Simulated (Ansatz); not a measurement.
The parent structure is CaS in the rock salt structure (space group Fm-3m, No. 225).

```xyz
2
Lattice="0.0000 2.8166 2.8166 2.8166 0.0000 2.8166 2.8166 2.8166 0.0000" Properties=species:S:1:pos:R:3 pbc="T T T"
Ca     0.0000     0.0000     0.0000
S      2.8166     2.8166     2.8166
```

Cartesian axes are those of the cell as printed.

Computed with Ansatz (a program for electronic structure) PBEsol, no spin-orbit coupling.

One thing is altered: a pure shear with ε_xy = ε_yx = 0.0057, atoms relaxed at fixed cell.

Question: Predict the stress tensor and what it implies for the stiffness.

Answer: Stress of the strained cell less that of the base (GPa, compression positive):
```
   0.00   -0.39    0.00
  -0.39    0.00    0.00
   0.00    0.00    0.00
```

Then −Δσ/γ with γ = 2ε = 0.0114 gives relaxed-ion elastic constants: C66 ≈ 34 GPa.

Stability against distortions was not tested.
